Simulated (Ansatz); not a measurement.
# Mg: a listed cell, distorted in several ways

How do energy, forces, pressure and gap of Mg change under random distortions, further strains and shifts, swapped elements, distortions that keep the symmetry? Each case is one self-consistent run.

Computed with Ansatz 0.2.0 (DFT PBEsol, scalar-relativistic, plane waves, PAW, unless a step's input says otherwise).

## 1. The system as given

The structure is cubic, space group Im-3m (No. 229). Conventional cell: a = 3.546 Å, b = 3.546 Å, c = 3.546 Å, α = 90.00°, β = 90.00°, γ = 90.00°. Around Mg (site symmetry m-3m) lie 8 Mg at 3.07 Å.

Structure file:

```
Mg
1.0
    -1.77276    1.77276    1.77276
     1.77276   -1.77276    1.77276
     1.77276    1.77276   -1.77276
Mg
1
Direct
  0.00000 0.00000 0.00000
```

The structure comes from the Materials Project (structure only).

## 2. A distortion that keeps the symmetry

What differs from the listed cell: strain xx, yy, zz, yz, xz, xy = +0.2, +0.2, +0.2, +0.0, +0.0, +0.0 %.

input.yaml reads:

```yaml
crystal:
  lattice:
    - [-1.7767709445, 1.7767709445, 1.7767709445]
    - [1.7767709445, -1.7767709445, 1.7767709445]
    - [1.7767709445, 1.7767709445, -1.7767709445]
  atoms:
    - { symbol: Mg, position: [0.0, 0.0, 0.0] }
basis:
  ecutwfc: 420
kpoints:
  mp_grid: { grid: [16, 16, 16] }
hamiltonian:
  xc: pbesol
scf:
  occupations: { method: gaussian, width: 0.1 }
output:
  forces: true
  stress: true
  eigenvalues: true
  populations: true
```

Command:

```sh
> ansatz run input.yaml --threads 1 --pin off --max-ram 1331MiB --backend cpu --events-out ev --progress --plain --runs-dir out
```

Log (excerpt; [...] marks lines left out):

```text
Warning: RAYON_NUM_THREADS=1 ignored (pool sized by the plan → 1); use --threads N
[...]
Pseudopotentials: kind: paw
Pseudopotential: Mg, paw, valence charge 10, recommended cutoff 420 eV (normal), Mg.paw.azcp
Functional definition: PBEsol
[...]
Crystal: 1 atoms, lattice volume = 22.436 Å³
Basis set: ecut = 420 eV, 429 PW (Γ), exchange–correlation on 48×48×48 points (8 copies of the dense FFT grid, shifted against one another)
Bands: 9, of which v1, the nominal top of the filled ones, is band 5 counted from 1 (4 counted from 0)
Symmetry: 48 space group operations
Space group: Im-3m (ITA 229), of the structure as read, at distance tolerance 2.8e-5 Å
k-points: 145 of 4096
[...]
SCF iter   1: F=—  HF=-1912.023977 eV  |F-HF|=—  |Δ(HF+E_count)|=         —  Δρ=1.93e-3  dr2=3.09e-4  ethr=1.77e-3  ⟨swp⟩=5.3  Hψ=9129  notcnv=0
[...]
SCF iter   6: F=-1912.023490 eV  HF=-1912.023490 eV  |F-HF|=2.02e-11  |Δ(HF+E_count)|=  7.62e-10  Δρ=3.16e-7  dr2=8.23e-12  ethr=4.80e-12  ⟨swp⟩=1.4  Hψ=4034  notcnv=0
[...]
SCF converged after 6 iterations
Free energy (F): -1912.023490 eV
[...]
E sigma→0 (E₀):  -1912.022355 eV
Entropy (-TS):   -0.002270 eV (-2.270 meV/atom)
Fermi energy:    5.831620 eV
[...]
--- Forces (eV/Å), atoms counted from 1 ---
  atom   1  Mg     0.00000000     0.00000000    -0.00000000
[...]
--- Stress (GPa, compression-positive) ---
        0.098078       0.000000       0.000000
       -0.000000       0.098078      -0.000000
       -0.000000       0.000000       0.098078
  P = ⅓ Tr σ = 0.0981 GPa (0.981 kbar)
--- Band table (eV; the first three rows and the last of 145) ---
  k-point 0: bands = ["-69.8509", "-36.7738", "-36.7738", "-36.7738", "-1.2287", "18.9828", "18.9828", "18.9828", "21.0261"]
[...]
--- Löwdin populations: 1 site ---
  site symbol       q [e]
     0     Mg      9.4645
  spilling = 0.053553 (of n_electrons = 10.000000)
```

Run time: 1.4 s. Hardware: 1 thread of an x86-64 CPU, shared host; peak memory 0.34 GiB.

Site by site:

```csv
atom,Löwdin electrons
Mg1,9.46
```

The Löwdin counts miss 0.54 of the 10 electrons, which the atomic orbitals do not span, so they are no charges.

## 3. One element swapped: Mg → Ca, first probe

The change: Ca takes all sites of Mg, and lengths are scaled by 1.149 as a first guess of the size; strain xx, yy, zz, yz, xz, xy = +0.0, +0.0, +0.0, +0.0, +0.0, +0.0 %.

input.yaml reads:

```yaml
crystal:
  lattice:
    - [-2.0361414777, 2.0361414777, 2.0361414777]
    - [2.0361414777, -2.0361414777, 2.0361414777]
    - [2.0361414777, 2.0361414777, -2.0361414777]
  atoms:
    - { symbol: Ca, position: [0.0, 0.0, 0.0] }
basis:
  ecutwfc: 420
kpoints:
  mp_grid: { grid: [6, 6, 6] }
hamiltonian:
  xc: pbesol
scf:
  occupations: { method: gaussian, width: 0.1 }
output:
  forces: true
  stress: true
  eigenvalues: true
```

Command:

```sh
> ansatz run input.yaml --threads 1 --pin off --max-ram 1331MiB --backend cpu --events-out ev --progress --plain --runs-dir out
```

Log (excerpt; [...] marks lines left out):

```text
Warning: RAYON_NUM_THREADS=1 ignored (pool sized by the plan → 1); use --threads N
[...]
[... 1 set-up line as earlier in the session ...]
Pseudopotential: Ca, paw, valence charge 10, recommended cutoff 420 eV (normal), Ca.paw.azcp
[... 1 set-up line as earlier in the session ...]
[...]
Crystal: 1 atoms, lattice volume = 33.766 Å³
Basis set: ecut = 420 eV, 675 PW (Γ), exchange–correlation on 48×48×48 points (8 copies of the dense FFT grid, shifted against one another)
Bands: 9, of which v1, the nominal top of the filled ones, is band 5 counted from 1 (4 counted from 0)
[... 1 set-up line as earlier in the session ...]
Space group: Im-3m (ITA 229), of the structure as read, at distance tolerance 3.2e-5 Å
k-points: 16 of 216
[...]
SCF iter   1: F=—  HF=-1793.649019 eV  |F-HF|=—  |Δ(HF+E_count)|=         —  Δρ=2.44e-3  dr2=1.03e-3  ethr=1.77e-3  ⟨swp⟩=5.8  Hψ=1134  notcnv=0
[...]
SCF iter   6: F=-1793.648875 eV  HF=-1793.648875 eV  |F-HF|=2.73e-12  |Δ(HF+E_count)|=  1.57e-10  Δρ=1.08e-7  dr2=1.06e-12  ethr=1.02e-12  ⟨swp⟩=1.2  Hψ=468  notcnv=0
[...]
SCF converged after 6 iterations
Free energy (F): -1793.648875 eV
[...]
E sigma→0 (E₀):  -1793.645891 eV
Entropy (-TS):   -0.005966 eV (-5.966 meV/atom)
Fermi energy:    6.615143 eV
[...]
--- Forces (eV/Å), atoms counted from 1 ---
  atom   1  Ca     0.00000000     0.00000000     0.00000000
[...]
--- Stress (GPa, compression-positive) ---
        3.673168      -0.000000      -0.000000
       -0.000000       3.673168       0.000000
        0.000000      -0.000000       3.673168
  P = ⅓ Tr σ = 3.6732 GPa (36.732 kbar)
--- Band table (eV; the first three rows and the last of 16) ---
  k-point 0: bands = ["-34.7214", "-15.6642", "-15.6642", "-15.6642", "2.1728", "9.2330", "9.2330", "9.2330", "10.5669"]
[...]
```

Wall time 0.37 s (1 thread of an x86-64 CPU, shared host); peak memory 0.31 GiB.

## 4. Substitution of an element: Mg → Ca

Edit input.yaml of step 3 so:

```diff
@@ -10,3 +10,3 @@
 kpoints:
-  mp_grid: { grid: [6, 6, 6] }
+  mp_grid: { grid: [14, 14, 14] }
 hamiltonian:
@@ -19 +19,2 @@
   eigenvalues: true
+  populations: true
```

Command:

```sh
> ansatz run input.yaml --threads 1 --pin off --max-ram 1331MiB --backend cpu --events-out ev --progress --plain --runs-dir out
```

Log (excerpt; [...] marks lines left out):

```text
Warning: RAYON_NUM_THREADS=1 ignored (pool sized by the plan → 1); use --threads N
[...]
[... 3 set-up lines as earlier in the session ...]
[...]
Crystal: 1 atoms, lattice volume = 33.766 Å³
Basis set: ecut = 420 eV, 675 PW (Γ), exchange–correlation on 48×48×48 points (8 copies of the dense FFT grid, shifted against one another)
Bands: 9, of which v1, the nominal top of the filled ones, is band 5 counted from 1 (4 counted from 0)
[... 2 set-up lines as earlier in the session ...]
k-points: 104 of 2744
[...]
SCF iter   1: F=—  HF=-1793.648622 eV  |F-HF|=—  |Δ(HF+E_count)|=         —  Δρ=2.43e-3  dr2=1.20e-3  ethr=1.77e-3  ⟨swp⟩=6.0  Hψ=7630  notcnv=0
[...]
SCF iter   6: F=-1793.648410 eV  HF=-1793.648410 eV  |F-HF|=1.65e-10  |Δ(HF+E_count)|=   4.94e-9  Δρ=1.67e-6  dr2=4.20e-10  ethr=1.12e-10  ⟨swp⟩=2.0  Hψ=2758  notcnv=0
[...]
SCF converged after 6 iterations
Free energy (F): -1793.648410 eV
[...]
E sigma→0 (E₀):  -1793.645734 eV
Entropy (-TS):   -0.005353 eV (-5.353 meV/atom)
Fermi energy:    6.608928 eV
[...]
--- Forces (eV/Å), atoms counted from 1 ---
  atom   1  Ca    -0.00000000     0.00000000     0.00000000
[...]
--- Stress (GPa, compression-positive) ---
        3.986198       0.000000      -0.000000
        0.000000       3.986198      -0.000000
       -0.000000       0.000000       3.986198
  P = ⅓ Tr σ = 3.9862 GPa (39.862 kbar)
--- Band table (eV; the first three rows and the last of 104) ---
  k-point 0: bands = ["-34.7352", "-15.6769", "-15.6769", "-15.6769", "2.1706", "9.2237", "9.2237", "9.2237", "10.5602"]
[...]
--- Löwdin populations: 1 site ---
  site symbol       q [e]
     0     Ca      9.5086
  spilling = 0.049142 (of n_electrons = 10.000000)
```

It took 1.2 s on 1 thread of an x86-64 CPU, shared host; peak memory 0.36 GiB.

Per atom:

```csv
atom,Löwdin electrons
Ca1,9.51
```

The Löwdin counts miss 0.49 of the 10 electrons, which the atomic orbitals do not span, so they are no charges.

## 5. Random moves and strain, cell strained

What differs from the listed cell: strain xx, yy, zz, yz, xz, xy = +0.1, -2.1, +1.2, +0.7, -0.2, +2.0 %.

input.yaml reads:

```yaml
crystal:
  lattice:
    - [-1.742042488, 1.7119586745, 1.808999803]
    - [1.7350932511, -1.6879199879, 1.7780118796]
    - [1.8129530678, 1.7588305678, -1.7849611164]
  atoms:
    - { symbol: Mg, position: [0.0, 0.0, 0.0] }
basis:
  ecutwfc: 420
kpoints:
  mp_grid: { grid: [14, 14, 14] }
hamiltonian:
  xc: pbesol
scf:
  occupations: { method: gaussian, width: 0.1 }
output:
  forces: true
  stress: true
  eigenvalues: true
  populations: true
```

Command:

```sh
> ansatz run input.yaml --threads 1 --pin off --max-ram 1331MiB --backend cpu --events-out ev --progress --plain --runs-dir out
```

Log (excerpt; [...] marks lines left out):

```text
Warning: RAYON_NUM_THREADS=1 ignored (pool sized by the plan → 1); use --threads N
[...]
[... 3 set-up lines as earlier in the session ...]
[...]
Crystal: 1 atoms, lattice volume = 22.076 Å³
Basis set: ecut = 420 eV, 419 PW (Γ), exchange–correlation on 48×48×48 points (8 copies of the dense FFT grid, shifted against one another)
Bands: 9, of which v1, the nominal top of the filled ones, is band 5 counted from 1 (4 counted from 0)
Symmetry: 2 space group operations
Space group: P-1 (ITA 2), of the structure as read, at distance tolerance 2.8e-5 Å
k-points: 1376 of 2744
[...]
SCF iter   1: F=—  HF=-1912.020210 eV  |F-HF|=—  |Δ(HF+E_count)|=         —  Δρ=2.02e-3  dr2=3.66e-4  ethr=1.77e-3  ⟨swp⟩=5.4  Hψ=86787  notcnv=0
[...]
SCF iter   6: F=-1912.019718 eV  HF=-1912.019718 eV  |F-HF|=1.71e-11  |Δ(HF+E_count)|=   3.55e-9  Δρ=2.87e-7  dr2=1.16e-11  ethr=4.43e-11  ⟨swp⟩=2.0  Hψ=37607  notcnv=0
[...]
SCF converged after 6 iterations
Free energy (F): -1912.019718 eV
[...]
E sigma→0 (E₀):  -1912.018803 eV
Entropy (-TS):   -0.001831 eV (-1.831 meV/atom)
Fermi energy:    5.990639 eV
[...]
--- Forces (eV/Å), atoms counted from 1 ---
  atom   1  Mg     0.00000000     0.00000000     0.00000000
[...]
--- Stress (GPa, compression-positive) ---
        0.633277      -1.407610       0.206831
       -1.407610       0.854440      -0.540529
        0.206831      -0.540529       0.860882
  P = ⅓ Tr σ = 0.7829 GPa (7.829 kbar)
--- Band table (eV; the first three rows and the last of 1376) ---
  k-point 0: bands = ["-69.6918", "-36.6151", "-36.6146", "-36.6106", "-1.1636", "18.7878", "19.2993", "19.3785", "21.0261"]
[...]
--- Löwdin populations: 1 site ---
  site symbol       q [e]
     0     Mg      9.4604
  spilling = 0.053956 (of n_electrons = 10.000000)
```

It took 11 s on 1 thread of an x86-64 CPU, shared host; peak memory 0.59 GiB.

Site by site:

```csv
atom,Löwdin electrons
Mg1,9.46
```

The Löwdin counts miss 0.54 of the 10 electrons, which the atomic orbitals do not span, so they are no charges.

## 6. A change within the space group

Against the listed cell: strain xx, yy, zz, yz, xz, xy = +1.4, +1.4, +1.4, +0.0, +0.0, +0.0 %.

input.yaml reads:

```yaml
crystal:
  lattice:
    - [-1.7983986713, 1.7983986713, 1.7983986713]
    - [1.7983986713, -1.7983986713, 1.7983986713]
    - [1.7983986713, 1.7983986713, -1.7983986713]
  atoms:
    - { symbol: Mg, position: [0.0, 0.0, 0.0] }
basis:
  ecutwfc: 420
kpoints:
  mp_grid: { grid: [16, 16, 16] }
hamiltonian:
  xc: pbesol
scf:
  occupations: { method: gaussian, width: 0.1 }
output:
  forces: true
  stress: true
  eigenvalues: true
```

Command:

```sh
> ansatz run input.yaml --threads 1 --pin off --max-ram 1331MiB --backend cpu --events-out ev --progress --plain --runs-dir out
```

Log (excerpt; [...] marks lines left out):

```text
Warning: RAYON_NUM_THREADS=1 ignored (pool sized by the plan → 1); use --threads N
[...]
[... 3 set-up lines as earlier in the session ...]
[...]
Crystal: 1 atoms, lattice volume = 23.266 Å³
Basis set: ecut = 420 eV, 459 PW (Γ), exchange–correlation on 48×48×48 points (8 copies of the dense FFT grid, shifted against one another)
Bands: 9, of which v1, the nominal top of the filled ones, is band 5 counted from 1 (4 counted from 0)
[... 1 set-up line as earlier in the session ...]
Space group: Im-3m (ITA 229), of the structure as read, at distance tolerance 2.9e-5 Å
k-points: 145 of 4096
[...]
SCF iter   1: F=—  HF=-1912.021147 eV  |F-HF|=—  |Δ(HF+E_count)|=         —  Δρ=1.81e-3  dr2=2.75e-4  ethr=1.77e-3  ⟨swp⟩=5.4  Hψ=9135  notcnv=0
[...]
SCF iter   6: F=-1912.020709 eV  HF=-1912.020709 eV  |F-HF|=7.73e-11  |Δ(HF+E_count)|=   3.86e-9  Δρ=6.39e-7  dr2=3.09e-11  ethr=2.36e-11  ⟨swp⟩=1.2  Hψ=4036  notcnv=0
[...]
SCF converged after 6 iterations
Free energy (F): -1912.020709 eV
[...]
E sigma→0 (E₀):  -1912.019536 eV
Entropy (-TS):   -0.002345 eV (-2.345 meV/atom)
Fermi energy:    5.533713 eV
[...]
--- Forces (eV/Å), atoms counted from 1 ---
  atom   1  Mg     0.00000000     0.00000000     0.00000000
[...]
--- Stress (GPa, compression-positive) ---
       -1.134439      -0.000000       0.000000
       -0.000000      -1.134439      -0.000000
        0.000000       0.000000      -1.134439
  P = ⅓ Tr σ = -1.1344 GPa (-11.344 kbar)
--- Band table (eV; the first three rows and the last of 145) ---
  k-point 0: bands = ["-70.2007", "-37.1259", "-37.1259", "-37.1259", "-1.3703", "18.4393", "18.4393", "18.4393", "20.4438"]
[...]
```

Wall time 1 s (1 thread of an x86-64 CPU, shared host); peak memory 0.34 GiB.

## 7. Substitution of an element, cell strained: Mg → Zn, first probe

The change: Zn takes all sites of Mg, and lengths are scaled by 0.919 as a first guess of the size; strain xx, yy, zz, yz, xz, xy = -3.7, -3.7, -3.7, +0.0, +0.0, +0.0 %.

input.yaml reads:

```yaml
crystal:
  lattice:
    - [-1.5691292266, 1.5691292266, 1.5691292266]
    - [1.5691292266, -1.5691292266, 1.5691292266]
    - [1.5691292266, 1.5691292266, -1.5691292266]
  atoms:
    - { symbol: Zn, position: [0.0, 0.0, 0.0] }
basis:
  ecutwfc: 420
kpoints:
  mp_grid: { grid: [8, 8, 8] }
hamiltonian:
  xc: pbesol
scf:
  occupations: { method: gaussian, width: 0.1 }
output:
  forces: true
  stress: true
  eigenvalues: true
```

Command:

```sh
> ansatz run input.yaml --threads 1 --pin off --max-ram 1331MiB --backend cpu --events-out ev --progress --plain --runs-dir out
```

Log (excerpt; [...] marks lines left out):

```text
Warning: RAYON_NUM_THREADS=1 ignored (pool sized by the plan → 1); use --threads N
[...]
[... 1 set-up line as earlier in the session ...]
Pseudopotential: Zn, paw, valence charge 12, recommended cutoff 420 eV (normal), Zn.paw.azcp
[... 1 set-up line as earlier in the session ...]
[...]
Crystal: 1 atoms, lattice volume = 15.454 Å³
Basis set: ecut = 420 eV, 321 PW (Γ), exchange–correlation on 40×40×40 points (8 copies of the dense FFT grid, shifted against one another)
Bands: 10, of which v1, the nominal top of the filled ones, is band 6 counted from 1 (5 counted from 0)
[... 1 set-up line as earlier in the session ...]
Space group: Im-3m (ITA 229), of the structure as read, at distance tolerance 2.5e-5 Å
k-points: 29 of 512
[...]
SCF iter   1: F=—  HF=-3280.779839 eV  |F-HF|=—  |Δ(HF+E_count)|=         —  Δρ=2.53e-3  dr2=6.54e-4  ethr=1.77e-3  ⟨swp⟩=4.7  Hψ=1847  notcnv=0
[...]
SCF iter   7: F=-3280.779422 eV  HF=-3280.779422 eV  |F-HF|=2.47e-9  |Δ(HF+E_count)|=   4.04e-8  Δρ=5.48e-6  dr2=2.61e-9  ethr=8.33e-10  ⟨swp⟩=4.8  Hψ=1103  notcnv=0
[...]
SCF converged after 7 iterations
Free energy (F): -3280.779422 eV
[...]
E sigma→0 (E₀):  -3280.778696 eV
Entropy (-TS):   -0.001452 eV (-1.452 meV/atom)
Fermi energy:    10.540571 eV
[...]
--- Forces (eV/Å), atoms counted from 1 ---
  atom   1  Zn    -0.00000000     0.00000000     0.00000000
[...]
--- Stress (GPa, compression-positive) ---
       -6.062171      -0.000000       0.000000
        0.000000      -6.062171       0.000000
       -0.000000      -0.000000      -6.062171
  P = ⅓ Tr σ = -6.0622 GPa (-60.622 kbar)
--- Band table (eV; the first three rows and the last of 29) ---
  k-point 0: bands = ["0.3680", "2.9952", "2.9952", "2.9952", "3.4977", "3.4977", "29.6196", "29.6196", "29.6196", "31.0668"]
[...]
```

It took 0.39 s on 1 thread of an x86-64 CPU, shared host; peak memory 0.31 GiB.

## 8. Substitution of an element, cell strained: Mg → Zn

Edit input.yaml of step 7 so:

```diff
@@ -10,3 +10,3 @@
 kpoints:
-  mp_grid: { grid: [8, 8, 8] }
+  mp_grid: { grid: [18, 18, 18] }
 hamiltonian:
@@ -19 +19,2 @@
   eigenvalues: true
+  populations: true
```

Command:

```sh
> ansatz run input.yaml --threads 1 --pin off --max-ram 1331MiB --backend cpu --events-out ev --progress --plain --runs-dir out
```

Log (excerpt; [...] marks lines left out):

```text
Warning: RAYON_NUM_THREADS=1 ignored (pool sized by the plan → 1); use --threads N
[...]
[... 3 set-up lines as earlier in the session ...]
[...]
Crystal: 1 atoms, lattice volume = 15.454 Å³
Basis set: ecut = 420 eV, 321 PW (Γ), exchange–correlation on 40×40×40 points (8 copies of the dense FFT grid, shifted against one another)
Bands: 10, of which v1, the nominal top of the filled ones, is band 6 counted from 1 (5 counted from 0)
[... 2 set-up lines as earlier in the session ...]
k-points: 195 of 5832
[...]
SCF iter   1: F=—  HF=-3280.791215 eV  |F-HF|=—  |Δ(HF+E_count)|=         —  Δρ=1.94e-3  dr2=2.53e-4  ethr=1.77e-3  ⟨swp⟩=4.8  Hψ=12505  notcnv=0
[...]
SCF iter   6: F=-3280.790844 eV  HF=-3280.790844 eV  |F-HF|=1.23e-7  |Δ(HF+E_count)|=   1.27e-6  Δρ=3.27e-5  dr2=3.93e-8  ethr=8.33e-10  ⟨swp⟩=3.1  Hψ=7874  notcnv=0
[...]
SCF converged after 6 iterations
Free energy (F): -3280.790844 eV
[...]
E sigma→0 (E₀):  -3280.790164 eV
Entropy (-TS):   -0.001361 eV (-1.361 meV/atom)
Fermi energy:    10.693860 eV
[...]
--- Forces (eV/Å), atoms counted from 1 ---
  atom   1  Zn     0.00000000     0.00000000     0.00000000
[...]
--- Stress (GPa, compression-positive) ---
       -5.222735       0.000000       0.000000
       -0.000000      -5.222735      -0.000000
        0.000000      -0.000000      -5.222735
  P = ⅓ Tr σ = -5.2227 GPa (-52.227 kbar)
--- Band table (eV; the first three rows and the last of 195) ---
  k-point 0: bands = ["0.3704", "3.0125", "3.0125", "3.0125", "3.5151", "3.5151", "29.6241", "29.6241", "29.6241", "31.0676"]
[...]
--- Löwdin populations: 1 site ---
  site symbol       q [e]
     0     Zn     11.4829
  spilling = 0.043095 (of n_electrons = 12.000000)
```

Run time: 1.5 s. Hardware: 1 thread of an x86-64 CPU, shared host; peak memory 0.37 GiB.

Per atom:

| atom | Löwdin electrons |
| --- | --- |
| Zn1 | 11.48 |

The Löwdin counts miss 0.52 of the 12 electrons, which the atomic orbitals do not span, so they are no charges.

## 9. All points side by side

```
step                                                case  energy (meV/atom)  pressure (GPa)  largest force (eV/Å)  gap on the mesh (eV)
   2                a distortion that keeps the symmetry               +0.0             0.1                  0.00                  0.00
   4                 substitution of an element: Mg → Ca                n/a             4.0                  0.00                  0.00
   5              random moves and strain, cell strained              +3.6*             0.8                  0.00                  0.00
   6                     a change within the space group               +2.8            -1.1                  0.00                  0.00
   8  substitution of an element, cell strained: Mg → Zn                n/a            -5.2                  0.00                  0.00
```

Energies are counted from step 2, with the smearing taken to zero; a star marks another k mesh, which can shift energies by itself, so starred rows don't rank against the others. Other atoms or functionals have another zero of energy (n/a). A gap of 0.00 means none on the mesh at this level.

In words: With one atom in the cell, moving it shifts the whole crystal, so no force arises from that. The distorted cells of the listed formula and level show no gap on the mesh.
